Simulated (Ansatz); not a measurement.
System: skutterudite CoSb₃. Method: PBE (PAW; Ansatz, a first-principles code).

Numerical settings: plane-wave cutoff 500 eV, 6×6×6 k mesh, gaussian smearing 0.02 eV, no spin polarisation, scalar-relativistic PAW data made under PBE.

Computed at the level's own relaxed cell.

**Question.** Predict the volume per atom, equilibrium lattice constant a and band gap.

**Answer.** 
- volume per atom = 23.68 Å³/atom
- equilibrium lattice constant a = 9.117 Å
- band gap = 0.16 eV (on the SCF k mesh)

Measured, for comparison: band gap 0.63 eV (temperature not stated, not corrected to a static lattice; as tabulated in Kim et al. (2020), doi:10.1038/s41597-020-00723-8); equilibrium volume per atom 23.06 Å³/atom, lattice constant a 9.037 Å (room temperature, not corrected to a static lattice; as tabulated in Alexeev et al. (2016), arXiv:1601.07731). Computed (rounded) less measured: equilibrium volume per atom +2.7 %, lattice constant a +0.9 %.

Spin–orbit coupling is not included; with these elements it can move the gap by several tenths of an eV or more.

The computed numbers hold no vibrational or temperature effects.

The result took about 9 core-minutes (a rough figure).
